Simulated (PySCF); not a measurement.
Molecule: `CC(=O)N(C)C`, C4H9NO.

Molfile (atoms numbered from 1):
```
C4H9NO
     RDKit          3D

 15 14  0  0  0  0  0  0  0  0999 V2000
    1.9862   -0.2418    0.2553 C   0  0  0  0  0  0  0  0  0  0  0  0
    0.8106    0.7119    0.1969 C   0  0  0  0  0  0  0  0  0  0  0  0
    0.9698    1.9067    0.3647 O   0  0  0  0  0  0  0  0  0  0  0  0
   -0.4265    0.1743   -0.0538 N   0  0  0  0  0  0  0  0  0  0  0  0
   -0.7004   -1.2233   -0.2467 C   0  0  0  0  0  0  0  0  0  0  0  0
   -1.5691    1.0515   -0.0976 C   0  0  0  0  0  0  0  0  0  0  0  0
    1.8627   -1.0023    1.0411 H   0  0  0  0  0  0  0  0  0  0  0  0
    2.8748    0.3592    0.4774 H   0  0  0  0  0  0  0  0  0  0  0  0
    2.1395   -0.7642   -0.7013 H   0  0  0  0  0  0  0  0  0  0  0  0
   -1.2259   -1.3894   -1.2039 H   0  0  0  0  0  0  0  0  0  0  0  0
    0.2213   -1.8137   -0.2650 H   0  0  0  0  0  0  0  0  0  0  0  0
   -1.3453   -1.6219    0.5579 H   0  0  0  0  0  0  0  0  0  0  0  0
   -1.2188    2.0786    0.0570 H   0  0  0  0  0  0  0  0  0  0  0  0
   -2.2976    0.7927    0.6909 H   0  0  0  0  0  0  0  0  0  0  0  0
   -2.0812    0.9818   -1.0729 H   0  0  0  0  0  0  0  0  0  0  0  0
  1  2  1  0
  2  3  2  0
  2  4  1  0
  4  5  1  0
  4  6  1  0
  1  7  1  0
  1  8  1  0
  1  9  1  0
  5 10  1  0
  5 11  1  0
  5 12  1  0
  6 13  1  0
  6 14  1  0
  6 15  1  0
M  END
```

Geometry PBE0-D3(BJ)/def2-SVP throughout; GIAO in PySCF, gas phase, one conformer, non-relativistic; equivalent atoms averaged; basis pcSseg-1.

For orientation, LC-wPBE gives these absolute shieldings σ: C2 13.5, C5 152.8, C6 156.7, C1 164.4, O3 -97.9, N4 158.6, H13/H14/H15 28.49, H10/H11/H12 28.63, H7/H8/H9 29.39 ppm.

A run gave: C2 13.7, C5 142.1, C6 147.9, C1 158.8, O3 -109.9, N4 136.7, H13/H14/H15 27.91, H10/H11/H12 27.92, H7/H8/H9 28.86 ppm (absolute shieldings σ).

Which functional was used in that run?
A. LDA
B. CAM-B3LYP
C. OPBE
D. BLYP

Answers

A. H10/H11/H12 tells them apart best: LDA gives 27.92, OPBE gives 28.41, CAM-B3LYP gives 28.55, BLYP gives 28.48 ppm.
